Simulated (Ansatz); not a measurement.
GeSb2Te4 (R3m), computed twice by G0W0.

Symmetry: R3m, No. 160, trigonal system. The conventional cell has a = 4.309 Å, b = 4.309 Å, c = 41.691 Å, α = 90.00°, β = 90.00°, γ = 120.00°. Nearest to Ge lie 6 Te at 2.86 to 3.32 Å. Sb has 6 Te at 3.02 to 3.21 Å nearest. Nearest to Sb lie 6 Te at 3.03 to 3.16 Å. Nearest to Te lie 3 Ge at 2.86 Å. Nearest to Te lie 3 Sb at 3.02 Å. Nearest to Te lie 6 Sb at 3.16 to 3.21 Å. Farther neighbours and most contacts between anions are not listed.

```
Ge Sb Te
1.0
     2.15473    1.24403   13.89708
    -2.15473    1.24403   13.89708
     0.00000   -2.48807   13.89708
Ge Sb Te
1 2 4
Cartesian
  0.0000 0.0000 23.7831
  0.0000 0.0000 17.7825
  0.0000 0.0000 41.6074
  0.0000 0.0000 36.2618
  0.0000 0.0000 5.5935
  0.0000 0.0000 29.6579
  0.0000 0.0000 12.0788
```

The cell and positions are those that the Materials Project relaxed with its own functionals (PBE, PBE+U or r2SCAN), kept fixed. Spin-orbit coupling is left out unless a run names it.

The first (Ansatz 0.2.0; start PBE with 40 % exact exchange, 4×4×4 mesh, 932 empty bands, screening to 150 eV, PAW set soft_1 files; 1 × NVIDIA H100 80GB HBM3 (shared by 6 runs) with 2 threads of AMD EPYC 7R13 (Zen 3), shared host) gave, on its mesh: starting gap 1.28 eV, G0W0 gap 0.51 eV, RPA ε∞ (mean) 16.31, 8.9 min.

The second gave: starting gap 2.03 eV, G0W0 gap 0.57 eV, RPA ε∞ (mean) 11.39, 7.3 min.

Q: What was changed in the input? Choose among start, files, mesh, bands and cutoff, frequency model or another key.

Changed: start from PBE with 40 % exact exchange to PBE with 60 % exact exchange. A jump of this size in the start, with ε∞ moving the other way, marks another functional. Other changes could give like numbers; this is the one that was made.

Limits: not at the basis limit; no spin-orbit coupling.

[Paths, hosts, dates, memory and timing lines, banners, echoed tables and standing remarks are left out of the program output.]

[Logs are printed without paths, hosts, clocks, repeated set-up lines and the standing remarks that a program may print on its own settings, such as how far it seeks lower states.]

[Runs of the session that timed out or met a known fault of the program may be left out.]

[Cells called generated may have been cut or substituted from an entry of the Crystallography Open Database or the Materials Project.]

[Hosts, paths, dates, database ids (printed as entryN), source tags and the programs' standing remarks are cut or masked in the printed files.]
